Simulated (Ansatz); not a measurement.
Ti2C: enthalpy against pressure

Ti2C, R-3m, a = 3.078 Å, c = 14.463 Å. The structure is a Materials Project entry; whether it is the stable form wasn't checked. Ansatz: r2SCAN, PAW, 500 eV, Γ-centred 18×18×18 mesh on 3 atoms, Gaussian smearing 0.10 eV; no spin polarisation. Cell and atoms are relaxed at each pressure, and no other structure is tried, so the rows at high pressure may lie past a change of phase. y is the enthalpy over the state at zero pressure; there V0 = 13.184 Å³/atom. The pressures are the targets, met within 0.02 GPa.

```tsv
P (GPa)	y (eV/atom)
-3.0	?
0.0	0.0000
3.0	0.2443
8.0	0.6412
15.0	1.1784
30.0	2.2721
```

**Question.** Fit y = c1 P + c2 P² + c3 P³ to the other rows, say what c1 and c2 mean, and predict the missing value.

**Answer.** Least squares on the rows shown. y = 0.082204 P − 0.00027042 P² + 1.8285×10⁻⁶ P³. Since dH/dP = V, c1 is V0: 0.082204 eV/GPa × 160.2 = 13.169 Å³ against 13.184; c2 = −V0/(2B0) gives B0 = 152 GPa, where a Birch–Murnaghan fit to the volumes of the same runs (not shown) gives 141 GPa: a cubic over this range folds the higher terms into c2. At P = -3.0 the fit asked for gives -0.2491 eV/atom. The run gave -0.2496 eV/atom, so the fit is 0.0005 eV/atom too high, a small miss on the scale of the series.